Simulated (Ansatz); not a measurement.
# Clamped-ion strain scan in SnO

The calculation used DFT r2SCAN, scalar-relativistic, plane waves, PAW (Ansatz 0.2.0). The runs took a 500 eV cutoff, a Γ-centred 8×6×6 mesh and Gaussian smearing (0.05 eV). No spin polarisation. Energies are free energies at this smearing, counted from the undisturbed cell; pressure is positive in compression.

The starting cell (as given, not relaxed at this level; it stands at -3.1 GPa; this form isn't the usual structure):

```
CELL_PARAMETERS angstrom
3.35500 0.00000 0.00000
0.00000 5.67410 0.00000
0.00000 0.00000 4.22197
ATOMIC_POSITIONS crystal
Sn 0.00000 0.23191 0.51314
Sn 0.50000 0.76809 0.01314
O 0.00000 0.89125 0.73686
O 0.50000 0.10875 0.23686
```

The cell holds layers and no dispersion correction was added, so their binding is poorly described.

The cell is strained by ε times the Voigt pattern (1, 0, 0, 0, 0, 0) (xx, yy, zz, yz, xz, xy; engineering shear) with fractional coordinates fixed.

| ε | ΔE (meV/atom) | stress summed along the pattern (GPa, tension positive) | pressure (GPa) | gap on the mesh (eV) |
| --- | --- | --- | --- | --- |
| -0.1000 | 74.6 | -19.09 | 9.4 | 1.76 |
| -0.0750 | ? | -11.39 | 5.3 | ? |
| -0.0500 | 1.6 | -5.15 | ? | ? |
| -0.0250 | -6.3 | -0.10 | -0.8 | 1.75 |
| 0.0000 | 0.0 | 3.99 | -3.1 | 1.71 |
| 0.0250 | 17.9 | 7.28 | -5.0 | 1.68 |
| 0.0500 | ? | ? | -6.5 | 1.67 |
| 0.0750 | 79.4 | 11.97 | -7.8 | 1.68 |
| 0.0875 | 98.8 | 12.83 | -8.4 | 1.68 |
| 0.1000 | 119.5 | 13.59 | -8.9 | 1.70 |

(1) Give the withheld values.

## Answers

(1) ΔE (meV/atom) at ε = -0.0750: 27.2; gap on the mesh (eV) at ε = -0.0750: 1.74; pressure (GPa) at ε = -0.0500: 2.0; gap on the mesh (eV) at ε = -0.0500: 1.74; ΔE (meV/atom) at ε = 0.0500: 44.9; stress summed along the pattern (GPa, tension positive) at ε = 0.0500: 9.90.